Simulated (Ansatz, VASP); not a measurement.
Given: the input of a run of VASP 6.6.1 on Ti.

INCAR

```
SYSTEM = Ti
PREC = Accurate ; ENCUT = 520
EDIFF = 1E-6 ; ISMEAR = -1
SIGMA = 0.05 ; LREAL = .FALSE.
LASPH = .TRUE. ; NELM = 100
ALGO = Normal ; ISIF = 2
LWAVE = .FALSE. ; LCHARG = .FALSE.
NBANDS = 25
```

The input KPOINTS:

```
regular mesh
0
G
  7 7 9
  0 0 0
```

File POSCAR:

```
Ti
1.0
    4.6569539421      0.0000000000      0.0000000000
   -2.3284769710      4.0330404181      0.0000000000
    0.0000000000      0.0000000000      2.8816748970
Ti
3
Direct
    0.6666666667      0.3333333333      0.5000000000
    0.3333333333      0.6666666667      0.5000000000
    0.0000000000      0.0000000000      0.0000000000
```

Potentials or basis: VASP PAW LDA potentials, release 64 (Ti_sv).

Run with:

```sh
$ cat potpaw_LDA.64/Ti_sv/POTCAR > POTCAR
$ mpirun -np 1 vasp_std > vasp.out
```

Task: Translate it to Ansatz 0.2.0. Potentials there: all-electron LAPW, scalar-relativistic.

Result: As run (the cutoff follows the program's own potentials):

Contents of input.yaml:

```yaml
crystal:
  lattice:
    - [4.6569539421, 0.0, 0.0]
    - [-2.328476971, 4.0330404181, 0.0]
    - [0.0, 0.0, 2.881674897]
  atoms:
    - { symbol: Ti, position: [0.6666666667, 0.3333333333, 0.5] }
    - { symbol: Ti, position: [0.3333333333, 0.6666666667, 0.5] }
    - { symbol: Ti, position: [0.0, 0.0, 0.0] }
kpoints:
  mp_grid: { grid: [7, 7, 9] }
scf:
  occupations: { method: fermi_dirac, width: 0.05 }
hamiltonian:
  xc: lda
  pseudopotentials: { kind: all_electron, lapw: { basis_error: 0.002 } }
output:
  forces: true
  stress: true
  eigenvalues: true
```

Potentials or basis: all-electron LAPW, scalar-relativistic.

Command:

```console
$ ansatz run input.yaml --threads 2 --pin off --max-ram 6144MiB --backend cpu --events-out ev --progress --plain --runs-dir out
```

Both were run:

|  | VASP | Ansatz | Ansatz less VASP |
| --- | --- | --- | --- |
| gap on the k mesh at the Fermi level (eV) | none | none | - |
| pressure (GPa) | -13.1 | -13.1 | -0.01 |
| largest component of the traceless stress (GPa) | 0.12 | 0.13 | +0.007 |

A gap of «none» marks a metal or a gap that the smearing closes. Ansatz ran all-electron here, so the differences hold the error of VASP's frozen core and of both bases.
